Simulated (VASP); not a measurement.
# H2 in VASP: single point with PBE0

Aim: the single point of H2 with PBE0.

Program: VASP 6.6.1. These are calculated values, not measurements. Logs are shortened: lines on timing, memory, paths and dates and some standing lists are left out, and cuts for length are marked.

### 1 The structure

The cell holds a molecule in a box, 2 atoms: a = 10.000 Å, b = 10.500 Å, c = 11.000 Å, α = 90.00°, β = 90.00°, γ = 90.00°.

### 2 Single point, PBE0

Contents of POSCAR:

```
H
1.0
   10.0000000000      0.0000000000      0.0000000000
    0.0000000000     10.5000000000      0.0000000000
    0.0000000000      0.0000000000     11.0000000000
H
2
Direct
    0.5000000000      0.5000000000      0.4655300000
    0.5000000000      0.5000000000      0.5344700000
```

Contents of INCAR.step1:

```
  ALGO = Normal
  EDIFF = 1E-5
  ENCUT = 520
  GGA = PE
  ISIF = 2
  ISMEAR = 0
  LASPH = True
  LREAL = False
  LWAVE = True
  NELM = 80
  PREC = Accurate
  SIGMA = 0.02
```

Contents of INCAR.step2:

```
  AEXX = 0.25
  ALGO = Normal
  EDIFF = 1E-7
  ENCUT = 520
  GGA = PE
  ISIF = 2
  ISMEAR = 0
  ISTART = 1
  LASPH = True
  LCHARG = True
  LELF = True
  LHFCALC = True
  LREAL = False
  LVHAR = True
  LWAVE = False
  NELM = 80
  PREC = Accurate
  PRECFOCK = Fast
  SIGMA = 0.02
```

Contents of KPOINTS:

```
k-points
0
Gamma
  1 1 1
```

Potentials or basis: VASP PAW PBE potentials, release 64 (H).

Started as:

```bash
$ cat potpaw_PBE.64/H/POTCAR > POTCAR
$ cp INCAR.step1 INCAR
$ mpirun -np 1 vasp_std > vasp.out
$ cp INCAR.step2 INCAR
$ mpirun -np 1 vasp_std > vasp.out
```

OUTCAR:

```text
AEXX = 0.25
   EDIFF = 1E-7
   ENCUT = 520
   GGA = PE
   ISIF = 2
   ISMEAR = 0
   ISTART = 1
   LASPH = True
   LHFCALC = True
   LREAL = False
   NELM = 80
   PREC = Accurate
   PRECFOCK = Fast

 ion  position               nearest neighbor table
   1  0.500  0.500  0.466-   2 0.76
   2  0.500  0.500  0.534-   1 0.76

  LATTYP: Found a simple orthorhombic cell.
 ALAT       =    10.0000000000
 B/A-ratio  =     1.0500000000
 C/A-ratio  =     1.1000000000

  Lattice vectors:

 A1 = (  10.0000000000,   0.0000000000,   0.0000000000)
 A2 = (   0.0000000000,  10.5000000000,   0.0000000000)
 A3 = (   0.0000000000,   0.0000000000,  11.0000000000)

Analysis of symmetry for initial positions (statically):
=====================================================================
 Subroutine PRICEL returns:
 Original cell was already a primitive cell.

 Routine SETGRP: Setting up the symmetry group for a
 simple orthorhombic supercell.

 Subroutine GETGRP returns: Found  8 space group operations
 (whereof  8 operations were pure point group operations)
 out of a pool of  8 trial point group operations.

The static configuration has the point symmetry D_2h.

Analysis of symmetry for dynamics (positions and initial velocities):
=====================================================================
 Subroutine PRICEL returns:
 Original cell was already a primitive cell.

 Routine SETGRP: Setting up the symmetry group for a
 simple orthorhombic supercell.

 Subroutine GETGRP returns: Found  8 space group operations
 (whereof  8 operations were pure point group operations)
 out of a pool of  8 trial point group operations.

The dynamic configuration has the point symmetry D_2h.

 Subroutine INISYM returns: Found  8 space group operations
 (whereof  8 operations are pure point group operations),
 and found     1 'primitive' translations

----------------------------------------------------------------------------------------

                                     Primitive cell

  volume of cell :    1155.0000

  direct lattice vectors                    reciprocal lattice vectors
    10.000000000  0.000000000  0.000000000     0.100000000  0.000000000  0.000000000
[... 62 lines left out ...]
   EDIFF  = 0.1E-06   stopping-criterion for ELM
   LREAL  =      F    real-space projection
   EDIFFG = 0.1E-05   stopping-criterion for IOM
   NSW    =      0    number of steps for IOM
   IBRION =     -1    ionic relax: 0-MD 1-quasi-New 2-CG
   NFREE  =      0    steps in history (QN), initial steepest desc. (CG)
   ISIF   =      2    stress and relaxation
   ISYM   =      3    0-nonsym 1-usesym 2-fastsym
   POTIM  = 0.5000    time-step for ionic-motion
   TEBEG  =    0.0;   TEEND  =   0.0 temperature during run
   PSTRESS=    0.0 pullay stress
   NELECT =       2.0000    total number of electrons
   NUPDOWN=      -1.0000    fix difference up-down
   EMIN   =  10.00;   EMAX   =-10.00  energy-range for DOS
   EFERMI =   0.00;   METHOD = LEGACY
   ISMEAR =     0;   SIGMA  =   0.02  broadening in eV -4-tet -1-fermi 0-gaus
   EFERMI_NEDOS =   21; number of points for ismear=-14 and -15
   IALGO  =     38    algorithm
   IMIX   =      1    mixing-type and parameters
     AMIX     =   0.40;   BMIX     =  1.00
     AMIX_MAG =   1.60;   BMIX_MAG =  1.00
  volume/ion in A,a.u.               =     577.50      3897.16
  Fermi-wavevector in a.u.,A,eV,Ry     =   0.196588  0.371498  0.525823  0.038647
  Thomas-Fermi vector in A             =   0.945437
   LORBIT       =      0    0 simple, 1 ext, 2 COOP (PROOUT), +10 PAW based schemes
   GGA     = PE    functional components
   LHFCALC =     T    Hartree Fock is set to
   PRECFOCK=fast      Normal, Fast or Accurate (Low or Medium for compatibility)
   ENCUT4O =  -1.0   cutoff for four orbital integrals eV
   NKREDX  =     1    reduce k-point grid by
   NKREDY  =     1    reduce k-point grid by
   NKREDZ  =     1    reduce k-point grid by
   AEXX    =    0.2500 exact exchange contribution
   HFSCREEN=    0.0000 screening length (either q_TF or 0.3 A-1)
   HFSCREENC=   0.0000 screening length for correlation (either q_TF or 0.3 A-1)
   ENCUTFOCK=  -1.0 apply spherical cutoff to Coloumb kernel
   IVDW    =     0    specifies the selected vdW correction
   LEPSILON=     F    determine dielectric tensor
   LRPA    =     F    only Hartree local field effects (RPA)
 non-spin polarized calculation
 Gauss-broadening in eV      SIGMA  =   0.02
  energy-cutoff  :      520.00
  volume of cell :     1155.00
 maximum number of plane-waves:     31095
 NGX is ok and might be reduce to    80
  NGX = 40; NGY = 40; NGZ = 42

 number of electron       2.0000000 magnetization

 Free energy of the ion-electron system (eV)
  ---------------------------------------------------
  ext. energy  EPLUGINS =         0.00000000
  ---------------------------------------------------
  free energy    TOTEN  =        -8.15239519 eV

  energy without entropy =       -8.15239519  energy(sigma->0) =       -8.15239519

 E-fermi : -11.7800     XC(G=0):  -0.3092

 val. band max:      -11.8990008914   @ k =   0.0000   0.0000   0.0000
 cond. band min:      -0.1266828960   @ k =   0.0000   0.0000   0.0000
 fundamental gap:     11.7723179954
 Fermi energy:       -11.7799739621

 k-point     1 :       0.0000    0.0000    0.0000
  band No.  band energies     occupation
      1     -11.8990      2.00000
      2      -0.1267      0.00000
      3       0.6654      0.00000
      4       1.0299      0.00000
      5       1.1450      0.00000

------------------------ aborting loop because EDIFF is reached ----------------------------------------

  FORCE on cell =-STRESS in cart. coord.  units (eV):
  Direction    XX          YY          ZZ          XY          YZ          ZX
  --------------------------------------------------------------------------------------
  -------------------------------------------------------------------------------------
  Total       -0.0234522     -0.0177397     -0.4051104      0.0000000      0.0000000      0.0000000
  in kB       -0.0325320     -0.0246079     -0.5619556      0.0000000      0.0000000      0.0000000
  external PRESSURE =      -0.2063652 kB  Pullay stress =       0.0000000 kB

 VOLUME and BASIS-vectors are now :
 -----------------------------------------------------------------------------
  energy-cutoff  :      520.00
  volume of cell :     1155.00
      direct lattice vectors                 reciprocal lattice vectors
    10.000000000  0.000000000  0.000000000     0.100000000  0.000000000  0.000000000
     0.000000000 10.500000000  0.000000000     0.000000000  0.095238095  0.000000000
     0.000000000  0.000000000 11.000000000     0.000000000  0.000000000  0.090909091

 POSITION                                       TOTAL-FORCE (eV/Angst)
 -----------------------------------------------------------------------------------
      5.00000      5.25000      5.12083         0.000000      0.000000      0.473643
      5.00000      5.25000      5.87917         0.000000      0.000000     -0.473643
 -----------------------------------------------------------------------------------
    total drift:                               -0.000000      0.000000     -0.000000

  FREE ENERGIE OF THE ION-ELECTRON SYSTEM (eV)
  ---------------------------------------------------
  free  energy   TOTEN  =        -8.1523951890 eV

  energy  without entropy=       -8.1523951890  energy(sigma->0) =       -8.15239519
```

OUTCAR.step1:

```text
EDIFF = 1E-5
   ENCUT = 520
   GGA = PE
   ISIF = 2
   ISMEAR = 0
[... 207 lines left out ...]
 -----------------------------------------------------------------------------------
      5.00000      5.25000      5.12083         0.000000     -0.000000      0.282815
      5.00000      5.25000      5.87917         0.000000      0.000000     -0.282815
 -----------------------------------------------------------------------------------
    total drift:                                0.000000      0.000000      0.000000

  FREE ENERGIE OF THE ION-ELECTRON SYSTEM (eV)
  ---------------------------------------------------
  free  energy   TOTEN  =        -6.7711539196 eV

  energy  without entropy=       -6.7711539196  energy(sigma->0) =       -6.77115392
```

Wall time 97 s (1 thread of Intel Xeon Platinum 8488C (Sapphire Rapids), shared host); peak memory 0.83 GiB.

What came out:

- Free energy: -8.1524 eV
- Largest force: 0.474 eV/Å
- Gap between the frontier levels: 11.77 eV

Forces in eV/Å, atoms in the order of the input:
```
H    0.000  0.000  0.474
H    0.000  0.000 -0.474
```

Levels at points of the mesh, in eV from the valence-band top:
```
           k point  band 1  band 2  band 3  band 4
(0.00, 0.00, 0.00)    0.00   11.77   12.56   12.93
```

Caveat: the PAW data sets were made with another functional, which shifts forces and pressure a little.
